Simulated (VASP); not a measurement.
# AlN: relaxation of cell and atoms with optB88-vdW

Crystal: AlN.

```
CELL_PARAMETERS angstrom
3.11300 0.00000 0.00000
-1.55650 2.69594 0.00000
0.00000 0.00000 4.98100
ATOMIC_POSITIONS crystal
Al 0.66667 0.33333 0.50000
Al 0.33333 0.66667 0.00000
N 0.66667 0.33333 0.88000
N 0.33333 0.66667 0.38000
```

- Program: VASP 6.6.1
- Task: relaxation of cell and atoms
- Functional: optB88-vdW
- Potentials or basis: VASP PAW PBE potentials, release 64 (Al, N)
- Cutoff: 600 eV
- k mesh: 7 × 7 × 5
- Occupations: fermi-dirac, width 0.05 eV
- Spin: no spin polarisation
- Further INCAR settings: ALGO = Normal; EDIFF = 1e-07; IBRION = 2; EDIFFG = -0.02; NSW = 40; ISIF = 3

| Property | Result |
| --- | --- |
| Relaxed volume | 10.56 Å³/atom |
| Relaxed cell | a = 3.121 Å, b = 3.121 Å, c = 5.010 Å, α = 90.00°, β = 90.00°, γ = 120.00° |
| Space group after relaxing (to 0.05 Å) | P6_3mc (No. 186) |
| Energy gained by relaxing | 1.1 meV/atom |
| Ionic steps | 3 |
| Pressure after relaxing | 0.0 GPa |
| Largest force after relaxing | 0.004 eV/Å |
| Band gap on the k mesh | 4.27 eV, direct |

Forces on the atoms (eV/Å):
```
Al   0.000  0.000  0.004
Al   0.000  0.000  0.004
N    0.000  0.000 -0.004
N    0.000  0.000 -0.004
```

The path:
```
step  energy change (eV)  largest force (eV/Å)  pressure (GPa)  volume (Å³)
   1              0.0000                0.1193            2.19        41.80
   2             -0.0008                0.1037           -1.88        42.67
   3             -0.0043                0.0043            0.02        42.25
```

Final structure:
```
Al N
1.0
     3.12071    0.00000    0.00000
    -1.56036    2.70262    0.00000
     0.00000    0.00000    5.00989
Al N
2 2
Direct
  0.66667 0.33333 0.49939
  0.33333 0.66667 0.99939
  0.66667 0.33333 0.88061
  0.33333 0.66667 0.38061
```

Levels at points of the mesh, in eV from the valence-band top:
| k point | band 4 | band 5 | band 6 | band 7 | band 8 | band 9 | band 10 | band 11 | band 12 |
| --- | --- | --- | --- | --- | --- | --- | --- | --- | --- |
| (0.00, 0.00, 0.00) | -0.82 | -0.82 | -0.19 | -0.19 | 0.00 | 4.27 | 6.70 | 10.61 | 11.16 |

It took 2.2 min on 1 thread of Intel(R) Xeon(R) Platinum 8375C CPU @ 2.90GHz (Ice Lake), on a shared host, peak memory 0.38 GiB.

Caveat: the PAW data sets were made with another functional, which shifts forces and pressure a little. Zero-point motion and thermal expansion aren't in these numbers.
